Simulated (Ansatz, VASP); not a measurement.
**One calculation of Ti, two programs**

File INCAR:

```
SYSTEM = Ti
  PREC = Accurate
  ENCUT = 520
  EDIFF = 1E-8
  ISMEAR = -1
  SIGMA = 0.08
  LREAL = .FALSE.
  LASPH = .TRUE.
  NELM = 60
  ALGO = Normal
  ISIF = 2
  LWAVE = .FALSE.
  LCHARG = .FALSE.
  GGA = PS
  LEFG = .TRUE.
  NBANDS = 19
```

The input KPOINTS:

```
regular mesh
0
G
  13 13 7
  0 0 0
```

Contents of POSCAR:

```
Ti
1.0
    2.9499978604      0.0000000000      0.0000000000
   -1.4749989302      2.5547730882      0.0000000000
    0.0000000000      0.0000000000      4.6860000000
Ti
2
Direct
    0.3333333333      0.6666666667      0.2500000000
    0.6666666667      0.3333333333      0.7500000000
```

Input for Ansatz:

```yaml
crystal:
  lattice:
    - [2.9499978604, 0.0, 0.0]
    - [-1.4749989302, 2.5547730882, 0.0]
    - [0.0, 0.0, 4.686]
  atoms:
    - { symbol: Ti, position: [0.3333333333, 0.6666666667, 0.25] }
    - { symbol: Ti, position: [0.6666666667, 0.3333333333, 0.75] }
kpoints:
  mp_grid: { grid: [13, 13, 7] }
  band_path:
    path:
      - [0.0, 0.0, 0.0]
      - [0.5, 0.0, 0.0]
      - [0.3333333333, 0.3333333333, 0.0]
      - [0.0, 0.0, 0.0]
      - [0.0, 0.0, 0.5]
      - [0.5, 0.0, 0.5]
      - [0.3333333333, 0.3333333333, 0.5]
      - [0.0, 0.0, 0.5]
      - [0.5, 0.0, 0.5]
    npoints: 5
scf:
  occupations: { method: fermi_dirac, width: 0.08 }
hamiltonian:
  xc: pbesol
  pseudopotentials: { kind: paw }
output:
  forces: true
  stress: true
  eigenvalues: true
  efg: { contact_densities: true }
  write_density: true
  write_potential: true
  elf: true
  volumetric_format: npy
```

Alike in both runs: task electric field gradients; functional PBEsol; k mesh 13 × 13 × 7; occupations fermi-dirac, width 0.08 eV; no spin polarisation.

|  | VASP | Ansatz |
| --- | --- | --- |
| version | VASP 6.6.1 | Ansatz 0.2.0 |
| potentials or method | VASP PAW PBE potentials, release 64 (Ti_sv) | PAW with Ansatz's default frozen-core files, scalar-relativistic |
| plane-wave cutoff (eV) | 520 | 420 |
| valence electrons in the cell | 24 | 24 |

|  | VASP | Ansatz | Ansatz less VASP |
| --- | --- | --- | --- |
| pressure (GPa) | -6.0 | -5.8 | +0.21 |
| largest component of the traceless stress (GPa) | 0.32 | 0.32 | +0.001 |
| Vzz of the field gradient on the site that differs most (V/Å²) | 16.6 | 18.3 | +1.75 |

Caveats: the PAW data sets were made with another functional, which shifts forces and pressure a little (VASP).
